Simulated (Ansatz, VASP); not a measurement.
**AlRu: VASP beside Ansatz**

```
Ru Al
1.0
     2.87916    0.00000    0.00000
     0.00000    2.87916    0.00000
     0.00000    0.00000    2.87916
Ru Al
1 1
Direct
  0.00000 0.00000 0.00000
  0.50000 0.50000 0.50000
```

Change from the starting cell: volume scaled by 0.88, LAPW.

Alike in both runs: task single point; functional PBE; k mesh 13 × 13 × 13; occupations fermi-dirac, width 0.1 eV; no spin polarisation.

|  | VASP | Ansatz |
| --- | --- | --- |
| version | VASP 6.6.1 | Ansatz 0.2.0 |
| potentials or method | VASP PAW PBE potentials, release 64 (Ru_pv, Al), cutoff 520 eV | all-electron LAPW, scalar-relativistic |

```tsv
	VASP	Ansatz	Ansatz less VASP
pressure (GPa)	34.4	34.2	-0.22
```

Ansatz ran all-electron here, so the differences hold the error of VASP's frozen core and of both bases.

Caveats: so large a pressure means that the cell lies far from this level's equilibrium, or that cutoff or potentials fall short (VASP).
